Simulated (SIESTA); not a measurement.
# MgB2 under changes of volume

One of the cells (9.873 Å³/atom); the others are scaled copies at fixed shape and fractional positions:

```
CELL_PARAMETERS angstrom
3.10543 0.00000 0.00000
-1.55272 2.68938 0.00000
0.00000 0.00000 3.54633
ATOMIC_POSITIONS crystal
Mg 0.00000 0.00000 0.00000
B 0.66667 0.33333 0.50000
B 0.33333 0.66667 0.50000
```

```yaml
Program: SIESTA 5.4.2
Functional: PBEsol
Potentials_or_basis: PseudoDojo 0.4 standard (PBEsol files)
Basis: DZP (energy shift 0.003 Ry; two zetas on semicore shells)
Grid_cutoff: 800 Ry
Energy_shift: 0.003 Ry
k_mesh: 10 × 10 × 8
Occupations: fermi-dirac, width 0.05 eV
Spin: no spin polarisation
```

```tsv
volume (Å³/atom)	energy over the lowest point (meV/atom)	pressure (GPa)
9.098	?	?
9.292	14.72	9.1
9.485	5.82	5.6
9.873	0.00	-0.7
10.066	2.57	-3.5
10.260	8.34	-6.0
```

**Question.** What does the run at 9.098 Å³/atom give?

**Answer.** Energy over the lowest point 27.97 meV/atom; pressure 12.9 GPa.

Worked out: A Birch-Murnaghan fit of order 3 (a polynomial in V^(-2/3)) to the other rows has its minimum at 9.83 Å³/atom with B0 = V·E''(V) = 151 GPa and B' = 3.1 at fixed shape and positions, which overstates the stiffness. It gives 28.18 meV/atom at 9.098 Å³/atom, against the run's 27.97, and -dE/dV = 13.1 GPa, against 12.9.

Energies are extrapolated to zero smearing.

Caveats: the basis of atomic orbitals isn't converged, which shifts pressures, moduli and gaps.
